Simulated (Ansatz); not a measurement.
**Which functional gives which lattice for K2S?**

Starting cell:

```cif
data_structure
_symmetry_space_group_name_H-M 'P 1'
_symmetry_Int_Tables_number 1
_cell_length_a 5.2262
_cell_length_b 5.2262
_cell_length_c 5.2262
_cell_angle_alpha 60.000
_cell_angle_beta 60.000
_cell_angle_gamma 60.000
_cell_volume 100.94
loop_
_atom_site_label
_atom_site_type_symbol
_atom_site_fract_x
_atom_site_fract_y
_atom_site_fract_z
_atom_site_occupancy
K1 K 0.25000 0.25000 0.25000 1
K2 K 0.75000 0.75000 0.75000 1
S1 S 0.00000 0.00000 0.00000 1
```

Ansatz, plane waves and PAW, scalar-relativistic (no spin–orbit coupling), 6×6×6 k-mesh. No spin polarisation. In the setting of the table the starting cell (space group Fm-3m) has 5.226 × 5.226 × 5.226 Å, angles 60.0 / 60.0 / 60.0°. Each functional was followed to zero pressure by scaling the cell, shape and atoms held, then fitted over four more volumes within ±4 % of it.

(1) What cell, stiffness and gap does each give?

## Answers

(1) 
```tsv
functional	V0 (Å³/atom)	cell	B0 (GPa)	B′ from the pressures	gap on the mesh	cutoff (eV)
PBEsol	32.91	5.188 × 5.188 × 5.188 Å, angles 60.0 / 60.0 / 60.0°	20	4.4	2.35 eV	420
revPBE	36.51	5.373 × 5.373 × 5.373 Å, angles 60.0 / 60.0 / 60.0°	16	4.3	2.41 eV	420
RPBE	36.93	5.391 × 5.391 × 5.391 Å, angles 60.0 / 60.0 / 60.0°	16	4.3	2.40 eV	420
revPBE + D4	35.19	5.306 × 5.306 × 5.306 Å, angles 60.0 / 60.0 / 60.0°	17	4.3	2.51 eV	420
rPW86-PBE + rVV10	33.50	5.219 × 5.219 × 5.219 Å, angles 60.0 / 60.0 / 60.0°	21	4.4	2.04 eV	420
```

The volumes span 12.2 %, from PBEsol to RPBE. The stiffness doesn't follow the volume steadily: stiffest rPW86-PBE + rVV10 (21 GPa at 33.50 Å³/atom), softest revPBE (16 GPa at 36.51 Å³/atom) and RPBE (16 GPa at 36.93 Å³/atom), yet rPW86-PBE + rVV10 is stiffer than PBEsol in a larger cell (21 against 20 GPa). Adding D4 to revPBE pulls the cell in by 3.6 %.

Caveats: gaps at these levels are rough, and mostly too small.

Points behind the fit for revPBE + D4:

```
V (Å³/atom)  E − Emin (meV/atom)  P (GPa)
     33.797                 3.17     0.75
     34.501                 0.75     0.35
     35.206                 0.00    -0.01
     35.910                 0.75    -0.33
     36.614                 2.84    -0.62
```
